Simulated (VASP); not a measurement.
A run of VASP 6.6.1:

Contents of INCAR:

```
SYSTEM = Sb
ALGO = Fast
AMIX = 0.2
EDIFF = 1E-7
EDIFFG = -0.002
ENCUT = 520
GGA = PE
IBRION = 2
ISIF = 3
ISMEAR = 0
IVDW = 12
LASPH = .TRUE.
LCHARG = .FALSE.
LREAL = .FALSE.
LWAVE = .FALSE.
NELM = 80
NSW = 80
PREC = Accurate
SIGMA = 0.02
```

File KPOINTS:

```
k-points
0
G
  9 9 9
  0 0 0
```

File POSCAR:

```
Sb
1.0
    2.1542000000      1.2437279500      3.7580000000
   -2.1542000000      1.2437279500      3.7580000000
    0.0000000000     -2.4874559000      3.7580000000
Sb
2
Direct
    0.2334900000      0.2334900000      0.2334900000
    0.7665100000      0.7665100000      0.7665100000
```

Potentials or basis: VASP PAW PBE potentials, release 64 (Sb).

Launch:

```console
$ cat potpaw_PBE.64/Sb/POTCAR > POTCAR
$ mpirun -np 1 vasp_std > vasp.out
```

Hardware: 1 thread of Intel(R) Xeon(R) 6975P-C (Granite Rapids) (shared host).

How long does it take, and how much memory?

It took 2.6 min on 1 thread of Intel(R) Xeon(R) 6975P-C (Granite Rapids) (shared host), peak memory 0.24 GiB. Counts: scf iterations 98, k points 85, ion steps 20.
